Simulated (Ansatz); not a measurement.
# Ru: the cost of one run

Computed with Ansatz 0.2.0 (DFT PBE, scalar-relativistic, plane waves, PAW, unless a step's input says otherwise).

2 further runs of the same task are left out: 2 set aside as unsound or not needed.

**1. The structure to begin with**

Symmetry: P6_3/mmc, No. 194, hexagonal system. Conventional cell: a = 2.720 Å, b = 2.720 Å, c = 4.297 Å, α = 90.00°, β = 90.00°, γ = 120.00°. Around Ru (site symmetry -6m2) lie 12 Ru at 2.66 to 2.72 Å.

As a file:

```cif
data_structure
_symmetry_space_group_name_H-M 'P6_3/mmc'
_symmetry_Int_Tables_number 194
_cell_length_a 2.7200
_cell_length_b 2.7200
_cell_length_c 4.2968
_cell_angle_alpha 90.000
_cell_angle_beta 90.000
_cell_angle_gamma 120.000
_cell_volume 27.53
loop_
_atom_site_label
_atom_site_type_symbol
_atom_site_symmetry_multiplicity
_atom_site_Wyckoff_symbol
_atom_site_fract_x
_atom_site_fract_y
_atom_site_fract_z
_atom_site_occupancy
Ru1 Ru 2 c 0.33333 0.66667 0.25000 1
```

This cell was relaxed beforehand with the same method: volume 13.77 Å³/atom, gap on the mesh none (metal).

**2. Relaxing to 0.001 eV/Å, with the smearing for a metal**

Response runs need a geometry at rest under their own mesh and occupations; hence this stricter relaxation.

The input, input.yaml:

```yaml
crystal:
  lattice:
    - [2.7200250908, 0.0, 0.0]
    - [-1.3600125454, 2.3556108275, 0.0]
    - [0.0, 0.0, 4.2967694966]
  atoms:
    - { symbol: Ru, position: [0.3333333333, 0.6666666667, 0.25] }
    - { symbol: Ru, position: [0.6666666667, 0.3333333333, 0.75] }
basis:
  ecutwfc: 420
kpoints:
  mp_grid: { grid: [18, 18, 10] }
hamiltonian:
  xc: pbe
scf:
  occupations: { method: fermi_dirac, width: 0.15 }
output:
  forces: true
  stress: true
  eigenvalues: true
relax:
  adjacent_minimum: "off"
  f_tol: 0.001
  max_steps: 60
  cell: { stress_tol: 0.01 }
```

Launch:

```console
> ansatz run input.yaml --threads 1 --pin off --max-ram 3072MiB --backend cpu --events-out ev --progress --plain --runs-dir out
```

Q: Estimate wall time and peak memory on 1 thread of AMD EPYC 9R45 (Zen 5), shared host.

About 8.8 s, with a peak of 0.46 GiB.
